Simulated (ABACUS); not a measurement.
Here is an ABACUS 3.10.1 calculation.

The input INPUT:

```
INPUT_PARAMETERS
suffix              Al
calculation         scf
basis_type          lcao
pseudo_dir          ./
orbital_dir         ./
symmetry            1
dft_functional      scan
ecutwfc             100
pseudo_rcut         10
nspin               1
nbands              12
ks_solver           genelpa
smearing_method     fd
smearing_sigma      0.00367493
scf_thr             1e-07
scf_nmax            100
mixing_type         broyden
mixing_beta         0.7
cal_force           1
cal_stress          1
mixing_tau          1
out_mul             1
out_chg             1
```

File STRU:

```
ATOMIC_SPECIES
Al 26.9815 Al.upf

NUMERICAL_ORBITAL
Al_confined-atom_8au_2s2p1d.orb

LATTICE_CONSTANT
5.4112434042

LATTICE_VECTORS
0.0000000000 0.7071067812 0.7071067812
0.7071067812 0.0000000000 0.7071067812
0.7071067812 0.7071067812 0.0000000000

ATOMIC_POSITIONS
Cartesian

Al
0.0
1
0.0000000000 0.0000000000 0.0000000000 1 1 1
```

Contents of KPT:

```
K_POINTS
0
Gamma
8 8 8 0 0 0
```

Potentials or basis: PseudoDojo NC SR 0.5 PBE standard, DZP LCAO (the cutoffs set its grid).

Run with:

```sh
$ OMP_NUM_THREADS=1 mpirun -np 4 abacus > log
```

Task: What does it give for the band gap on the k mesh?

Result: None (metal or under the smearing width).

Task: What does it give for the pressure?

Result: 1.6 GPa.

Caveat: the atomic orbitals were generated for these runs and aren't a published set; a meta-GGA on potentials with a model core is unreliable; the potentials were made for another functional, which shifts forces and pressure; the basis of atomic orbitals isn't converged, which shifts pressures, moduli and gaps.
